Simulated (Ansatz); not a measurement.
A: BeSe (zinc blende), a = 5.178 Å, b = 5.178 Å, c = 5.178 Å, α = 90.00°, β = 90.00°, γ = 90.00°
B: BN (zinc blende), a = b = c = 3.625 Å, α = β = γ = 90.00°
C: ZnTe (zinc blende), a = b = c = 6.1791 Å, α = β = γ = 90.00°

Scan: energy over volume and axial ratio (atoms clamped). All come from one method, each on a k mesh of its own. All were relaxed with their symmetry unable to fall. Spin-orbit coupling is left out.

Task: Put the candidates in order of shear modulus C′ = (C11 − C12)/2 (fitted), lowest first, for PBE (plane waves to 420 eV, PAW, scalar-relativistic; Ansatz, an electronic-structure program).

Result: C (15 GPa), A (39 GPa), B (305 GPa)

(A scan under strain: stresses follow from slopes of the energy per volume, elastic moduli from its curvatures.)
